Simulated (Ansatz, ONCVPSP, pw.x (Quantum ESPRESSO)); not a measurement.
# From atom to crystal: ONCV potential for La

```json
{"Element": "lanthanum (La)", "Generator": "ONCVPSP 4.0.1.1 (patched build)", "Type": "optimised norm-conserving Vanderbilt (ONCV)", "Functional": "PBEsol", "Relativity": "scalar-relativistic", "Frozen core": "[Kr] 4d10", "Valence charge": "11", "Reference configuration": "5s2 5p6 5d1 (charge +2)", "Partial waves": "5s: rc 2.98 bohr, ncon 3, nbas 6, qcut 3.9 1/bohr, 2 projectors, debl 1.3 Ha; 5p: rc 2.15 bohr, ncon 5, nbas 8, qcut 5.3 1/bohr, 2 projectors, debl 0.8 Ha; 5d: rc 3.95 bohr, ncon 3, nbas 7, qcut 4.3 1/bohr, 2 projectors, debl 3.8 Ha; f scattering state at 0.19 Ha: rc 3.20 bohr, ncon 3, nbas 6, qcut 3.5 1/bohr, 1 projector", "Local potential": "polynomial inside 1.55 bohr (lpopt 3, dvloc0 0 Ha)", "Core correction": "Teter function, fcfact 3.5, rcfact 1.15"}
```

In the s channel the program set the typed energies aside and used -1.895, 0.050 Ha. In the p channel the program set the typed energies aside and used -1.283, 0.250 Ha. In the f channel the program set the typed energies aside and used -0.625 Ha.

Atomic tests: cutoffs needed: 12 Ha and 32 Ha (the cutoffs (Ha) at which the residual kinetic energy of the hardest occupied pseudo-wave falls to 1 and 0.1 mHa per electron); ghost test: no bound ghost flagged; GHOST(+) flagged for s at 31.0 eV, d at 269.2 eV; largest excitation error: +1850 meV (all-electron minus pseudo) for 4f1 5s2 5p6 5d1, out of 4 test configurations.

Crystal test: fcc La in pw.x 7.5, no spin, 11³ k-points, Fermi–Dirac smearing 0.01 Ry, cutoffs 75/300 Ry. The reference is all-electron LAPW (Ansatz 0.2.0) with the same functional, mesh and smearing; V0 and B0 come from Birch–Murnaghan fits to the pressures at five volumes. Errors are pseudo minus all-electron; Δ is the rms difference of the E(V) curves that follow from these fits, minima aligned, over ±6 % about the mean V0. Mesh and smearing are coarse, so the numbers serve the comparison and aren't converged zero-temperature values; the lattice is a test structure that the element need not adopt.

All-electron: a0 = 5.147 Å (V0 = 34.08 Å³/atom), B0 = 27.2 GPa.

Problem. How far does the potential miss the all-electron equation of state?

Solution. mean pressure error (GPa): +22.23. The pressure does not cross zero within the volumes sampled, so no fit is given. The largest radius (3.95 bohr) exceeds half the bond length (3.42 bohr), so the spheres overlap, which is one possible source of error among others. This is a poor potential for the solid. The generator flags a localised state at positive energy (s at 31 eV).

| V (Å³/atom) | P all-electron (GPa) | P pseudo (GPa) |
| --- | --- | --- |
| 31.994 | 1.86 | 27.98 |
| 32.836 | 1.06 | 24.97 |
| 33.678 | 0.33 | 22.31 |
| 34.520 | -0.34 | 19.96 |
| 35.362 | -0.96 | 17.86 |

Problem. At the middle volume, how do free energy and pressure move when the wave cutoff is lowered (ecutrho kept at four times it)?

Solution.

```json
{"cutoff (Ry)": "34", "shift of F (meV/atom)": "+48.3", "shift of P (GPa)": "-0.18"}
{"cutoff (Ry)": "45", "shift of F (meV/atom)": "+18.4", "shift of P (GPa)": "-0.06"}
{"cutoff (Ry)": "60", "shift of F (meV/atom)": "+11.2", "shift of P (GPa)": "+0.08"}
```

Input at the middle volume:

```
&control
  calculation='scf', prefix='x', pseudo_dir='./', outdir='./tmp', tstress=.true., disk_io='none'
/
&system
  ibrav=0, nat=1, ntyp=1, ecutwfc=75, ecutrho=300, nbnd=13,
  occupations='smearing', smearing='fd', degauss=0.01
/
&electrons
  conv_thr=1e-09, mixing_beta=0.4, electron_maxstep=70
/
ATOMIC_SPECIES
La 1.0 La.UPF
CELL_PARAMETERS angstrom
  0.00000000 2.56313865 2.56313865
  2.56313865 0.00000000 2.56313865
  2.56313865 2.56313865 0.00000000
ATOMIC_POSITIONS crystal
La 0.0000 0.0000 0.0000
K_POINTS automatic
11 11 11 0 0 0
```

```bash
pw.x < La.scf.in > La.scf.out
```

Lines of the output:

```
Message from routine setup:
     using ibrav=0 with symmetry is DISCOURAGED, use correct ibrav instead
     lattice parameter (alat)  =       6.8499  a.u.
     unit-cell volume          =     227.2704 (a.u.)^3
     number of electrons       =        11.00
     number of Kohn-Sham states=           13
     kinetic-energy cutoff     =      75.0000  Ry
     charge density cutoff     =     300.0000  Ry
     scf convergence threshold =      1.0E-09
     Exchange-correlation= PBESOL
     number of k points=    56  Fermi-Dirac smearing, width (Ry)=  0.0100
     iteration #  1     ecut=    75.00 Ry     beta= 0.40
     c_bands:  2 eigenvalues not converged
     total energy              =     -66.29512034 Ry
     estimated scf accuracy    <       1.12127560 Ry
     iteration #  2     ecut=    75.00 Ry     beta= 0.40
     total energy              =     -66.25124290 Ry
     estimated scf accuracy    <       0.17922825 Ry
     iteration #  3     ecut=    75.00 Ry     beta= 0.40
     total energy              =     -66.29101947 Ry
     estimated scf accuracy    <       0.00170811 Ry
     iteration #  4     ecut=    75.00 Ry     beta= 0.40
     c_bands:  2 eigenvalues not converged
     c_bands:  1 eigenvalues not converged
     c_bands:  1 eigenvalues not converged
     c_bands:  1 eigenvalues not converged
     c_bands:  1 eigenvalues not converged
     c_bands:  1 eigenvalues not converged
     c_bands:  1 eigenvalues not converged
     [... 26 repeated lines left out ...]
     total energy              =     -66.29438508 Ry
     estimated scf accuracy    <       0.00022133 Ry
     iteration #  5     ecut=    75.00 Ry     beta= 0.40
     [... 18 repeated lines left out ...]
     total energy              =     -66.29439309 Ry
     estimated scf accuracy    <       0.00002216 Ry
     iteration #  6     ecut=    75.00 Ry     beta= 0.40
     [... 6 repeated lines left out ...]
     total energy              =     -66.29439680 Ry
     estimated scf accuracy    <       0.00000042 Ry
     iteration #  7     ecut=    75.00 Ry     beta= 0.40
     [... 1 repeated lines left out ...]
     total energy              =     -66.29439689 Ry
     estimated scf accuracy    <       0.00000009 Ry
     iteration #  8     ecut=    75.00 Ry     beta= 0.40
     the Fermi energy is    12.8792 ev
!    total energy              =     -66.29439691 Ry
     estimated scf accuracy    <          1.5E-10 Ry
     smearing contrib. (-TS)   =      -0.01084560 Ry
     The total energy is F=E-TS. E is the sum of the following terms:
     one-electron contribution =      -4.50955752 Ry
     hartree contribution      =       7.43357029 Ry
     xc contribution           =     -11.93973983 Ry
     ewald contribution        =     -57.26782425 Ry
     convergence has been achieved in   8 iterations
          total   stress  (Ry/bohr**3)                   (kbar)     P=      223.14
     Message from routine punch:
     Nothing written, as per user request (disk_io='none')
```

The run at the middle volume (56 k-points, 8 iterations) took about 39 s on one core of a shared host (Neoverse-V1, 32 threads, 247 GiB, load 23).
